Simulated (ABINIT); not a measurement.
# Quasiparticle gap of BaTe (Fm-3m) in ABINIT, part 3 of 3

Wanted: ground state, empty states, screening and self-energy for BaTe (Fm-3m).

ABINIT 10.8.3; PBE and many-body steps on it, plane waves. Known limits of the many-body steps: not at the basis limit; no spin-orbit coupling; coarse k mesh.

So far. Step 4 (Empty states on the mesh, 2×2×2 mesh, 79 bands): On this mesh the gap is 1.593 eV. Step 5 (Screening, 2×2×2 mesh, 73 bands, screening to 106.1 eV): Local fields lower ε∞ by 17 %. On a Γ-centred mesh this coarse the value itself is usually too large, while a short band sum pulls it down.

The database entry behind the starting cell differs from later determinations by our own check (about 0.2 % short), so it need not match the best structure at ambient conditions.

### Step 6. Self-energy, 2×2×2 mesh, 73 bands, screening to 106.1 eV

The self-energy is evaluated for the states that the input lists, and the levels follow from it, in one-shot runs by the linearised quasiparticle equation.

This step: G0W0 on PBE, plane waves, norm-conserving pseudopotentials.

Contents of run.abi:

```
acell 3*1.0 Angstrom
rprim 
  -0.000000000000 3.493000000000 3.493000000000
  3.493000000000 -0.000000000000 3.493000000000
  3.493000000000 3.493000000000 -0.000000000000
ntypat 2
znucl 56 52
natom 2
typat 1 2
xred 
  0.000000000000 0.000000000000 0.000000000000
  0.500000000000 0.500000000000 0.500000000000
pp_dirpath "pseudos"
pseudos "Ba.upf, Te.upf"
ecut 39
ngkpt 2 2 2
nshiftk 1
shiftk 0 0 0
kptopt 1
chksymbreak 0
istwfk *1
occopt 1
irdwfk 1
optdriver 4
nband 73
gwcalctyp 0
ecutsigx 39
symsigma 1
nkptgw 2
kptgw 
  0.0000000000 0.0000000000 0.0000000000
  0.5000000000 0.5000000000 0.0000000000
bdgw 
  15 21
  16 19
ecuteps 3.9
irdscr 1
ppmodel 1
indata_prefix "in"
outdata_prefix "out"
tmpdata_prefix "tmp"
```

The run is started by

```
> OMP_NUM_THREADS=1 mpirun -n 4 abinit run.abi > log
```

Numbers of over 12 decimals in the logs are rounded to 6 here.

What it wrote:

```text
.Version 10.8.3 of ABINIT. v10.8.2 released Aug 2026.

 Symmetries : space group Fm -3 m (#225); Bravais cF (face-center cubic)
[... echo of the input left out ...]
== DATASET  1 ==================================================================
-   mpi_nproc: 4, omp_nthreads: 1 (-1 if OMP is not activated)

--- !DatasetInfo
iteration_state: {dtset: 1, }
dimensions: {natom: 2, nkpt: 3, mband: 73, nsppol: 1, nspinor: 1, nspden: 1, mpw: 6735, }
cutoff_energies: {ecut:  39.0, pawecutdg:  -1.0, }
electrons: {nelect:   3.40000000E+01, charge:   0.00000000E+00, occopt:   1.00000000E+00, tsmear:   1.00000000E-02, }

 SIGMA: Calculation of the GW corrections

 Based on a program developped by R.W. Godby, V. Olevano, G. Onida, and L. Reining.
 Incorporated in ABINIT by V. Olevano, G.-M. Rignanese, and M. Torrent.
.Using double precision arithmetic ; gwpc =  8

[... cell and pseudopotentials left out ...]
--------------------------------------------------------------------------------

 ==== K-mesh for the wavefunctions ====
 Number of points in the irreducible wedge :     3
[... list of points left out ...]
 Together with 48 symmetry operations and time-reversal symmetry
 yields     8 points in the full Brillouin Zone.

 ==== Q-mesh for screening function ====
 Number of points in the irreducible wedge :     3
[... list of points left out ...]
 Together with 48 symmetry operations and time-reversal symmetry
 yields     8 points in the full Brillouin Zone.

 vcoul_init : cutoff-mode = AUXILIARY_FUNCTION
 q-points for optical limit:   1
     1)      0.000010    0.000020    0.000030
 setmesh: FFT mesh size selected  =    54x   54x   54
          total number of points  =       157464

 Number of electrons calculated from density =   34.0000; Expected =   34.0000
 average of density, n =  0.059109
 r_s =    1.5925
 omega_plasma =   23.4522 [eV]

 === KS Band Gaps ===
  >>>> For spin  1
   Minimum direct gap =   1.9461 [eV], located at k-point      :   0.5000  0.5000  0.0000
   Fundamental gap    =   1.5929 [eV], Top of valence bands at :   0.0000  0.0000  0.0000
                                       Bottom of conduction at :   0.5000  0.5000  0.0000
 SIGMA fundamental parameters:
 PLASMON POLE MODEL  1
 number of plane-waves for SigmaX                 6735
 number of plane-waves for SigmaC and W            181
 number of plane-waves for wavefunctions          6735
 number of bands                                    73
 number of independent spin polarizations            1
 number of spinorial components                      1
 number of k-points in IBZ                           3
 number of q-points in IBZ                           3
 number of symmetry operations                      48
 number of k-points in BZ                            8
 number of q-points in BZ                            8
 number of frequencies for dSigma/dE                 9
 frequency step for dSigma/dE [eV]                0.25
 number of omega for Sigma on real axis              0
 max omega for Sigma on real axis  [eV]           0.00
 zcut for avoiding poles [eV]                     0.10

 EPSILON^-1 parameters (SCR file):
 dimension of the eps^-1 matrix on file            181
 dimension of the eps^-1 matrix used               181
 number of plane-waves for wavefunctions          6735
 number of bands                                    73
 number of q-points in IBZ                           3
 number of frequencies                               2
 number of real frequencies                          1
 number of imag frequencies                          1

 matrix elements of self-energy operator (all in [eV])

 Perturbative Calculation

--- !SelfEnergy_ee
iteration_state: {dtset: 1, }
kpoint     : [   0.000,    0.000,    0.000, ]
spin       : 1
KS_gap     :    3.003
QP_gap     :    3.631
Delta_QP_KS:    0.628
data: !SigmaeeData |
     Band     E0 <VxcDFT>   SigX SigC(E0)      Z dSigC/dE  Sig(E)    E-E0       E
       15   4.622 -12.387 -14.410   1.930   0.803  -0.245 -12.461  -0.074   4.548
       16   4.622 -12.387 -14.410   1.930   0.803  -0.245 -12.461  -0.074   4.548
       17   4.622 -12.387 -14.410   1.930   0.803  -0.245 -12.461  -0.074   4.548
       18   7.625  -8.366  -4.204  -3.491   0.825  -0.212  -7.812   0.554   8.178
       19   7.634  -8.491  -4.156  -3.568   0.814  -0.229  -7.866   0.624   8.258
       20   7.634  -8.491  -4.156  -3.568   0.814  -0.229  -7.866   0.624   8.258
       21   7.634  -8.491  -4.156  -3.568   0.814  -0.229  -7.866   0.624   8.258

--- !SelfEnergy_ee
iteration_state: {dtset: 1, }
kpoint     : [   0.500,    0.500,    0.000, ]
spin       : 1
KS_gap     :    1.946
QP_gap     :    2.517
Delta_QP_KS:    0.571
data: !SigmaeeData |
     Band     E0 <VxcDFT>   SigX SigC(E0)      Z dSigC/dE  Sig(E)    E-E0       E
       16   4.269 -12.020 -14.129   1.918   0.803  -0.245 -12.173  -0.153   4.115
       17   4.269 -12.020 -14.129   1.918   0.803  -0.245 -12.173  -0.153   4.115
       18   6.215  -7.585  -3.746  -3.329   0.819  -0.221  -7.167   0.418   6.633
       19   9.155 -10.519  -5.735  -3.596   0.809  -0.237  -9.558   0.960  10.115

== END DATASET(S) ==============================================================
================================================================================

 -outvars: echo values of variables after computation  --------
           etotal      0.0000000000E+00
            nband          73
             nkpt           3
          spgroup         225
 [... the other variables as echoed above ...]

 Calculation completed.
```

Run time: 5.5 s. Hardware: 4 MPI ranks of Arm Neoverse V1, shared host; peak memory 0.7 GiB.

This step gave:

- G0W0 gap on the points computed: 2.085 eV
- starting gap on the mesh: 1.593 eV
- k of the valence top: 0, 0, 0
- k of the conduction bottom: 0.5, 0.5, 0
- Z at the valence top: 0.803
- Z at the conduction bottom: 0.819
- least direct G0W0 gap on the computed points: 2.518 eV

The gap on the mesh goes from 1.59 eV to 2.08 eV, a correction of +0.49 eV.

Limits: finite bands, cutoff and mesh; no spin-orbit coupling; coarse k mesh. v1 is the top filled band, c1 the lowest empty one. Levels before and after the correction, in eV, zero at the valence-band top of each column:

```tsv
	conduction bottom	valence top
Kohn-Sham	1.59	0.00
G0W0	2.08	0.00
```

```tsv
	level	energy (eV)
Kohn-Sham	Γ v3-v1	0.000
Kohn-Sham	Γ c1	3.003
Kohn-Sham	Γ c2-c4	3.012
Kohn-Sham	(0.5 0.5 0) v2-v1	-0.353
Kohn-Sham	(0.5 0.5 0) c1	1.593
Kohn-Sham	(0.5 0.5 0) c2	4.533
G0W0	Γ v3-v1	0.000
G0W0	Γ c1	3.630
G0W0	Γ c2-c4	3.710
G0W0	(0.5 0.5 0) v2-v1	-0.433
G0W0	(0.5 0.5 0) c1	2.085
G0W0	(0.5 0.5 0) c2	5.567
```

### Step 7. Where the time went

Times are wall times on 4 MPI ranks of Arm Neoverse V1, shared host, good to a factor of about two.

```tsv
step	time	share	memory (GiB)
ground state	37 s	25 %	0.41
bands along the symmetry lines	77 s	52 %	0.41
empty states on the mesh	20 s	14 %	0.32
screening	7.9 s	5 %	0.75
self-energy	5.5 s	4 %	0.7
```

### Step 8. Summary of results

| Quantity | Value |
| --- | --- |
| PBE gap | 1.59 eV, indirect |
| G0W0 gap on the mesh | 2.08 eV |
| GW settings | 2×2×2 mesh, 73 bands, screening to 106.1 eV, Godby-Needs plasmon pole |
| known limits | not at the basis limit; no spin-orbit coupling; coarse k mesh |

**Reading.** G0W0 moves the gap on the mesh from 1.59 eV to 2.08 eV (+0.49 eV), with Z of 0.80 and 0.82 at the edges. Local fields lower the RPA ε∞ on this mesh from 13.32 to 10.99; a Γ-centred mesh this coarse tends to raise both, most where the direct gap is narrow, while a short band sum lowers them. Only 2 of the mesh's irreducible points were corrected, so a valley elsewhere could overtake. The dearest step here is «bands along the symmetry lines». Bands and cutoff are finite, so the gap is not at the basis limit. The miss can reach some tenths of an eV and take either sign; the mesh is an error of its own. In the G0W0 run levels were corrected at 2 k points alone, so a gap called «on the mesh» is the least over those, and an edge elsewhere would be missed. The 2×2×2 mesh is coarse for this cell, which bears on the long-range parts of exchange and screening. The many-body steps are scalar-relativistic: spin-orbit coupling is not in them.

[Paths, hosts, dates, memory and timing lines, banners, echoed tables and standing remarks are left out of the program output.]

[Logs are printed without paths, hosts, clocks, repeated set-up lines and the standing remarks that a program may print on its own settings, such as how far it seeks lower states.]

[Runs of the session that timed out or met a known fault of the program may be left out.]

[Hosts, paths, dates, database ids (printed as entryN), source tags and the programs' standing remarks are cut or masked in the printed files.]

[G0W0 gaps are taken among the corrected bands and points alone; a level outside them can change the order at an edge.]

[Where Ansatz stands beside ABINIT at settings called matched, ABINIT's density can come from a denser mesh and the files from another edition; pairs whose starting gaps differed by over 0.03 eV were left out, so agreement reads better than it is.]
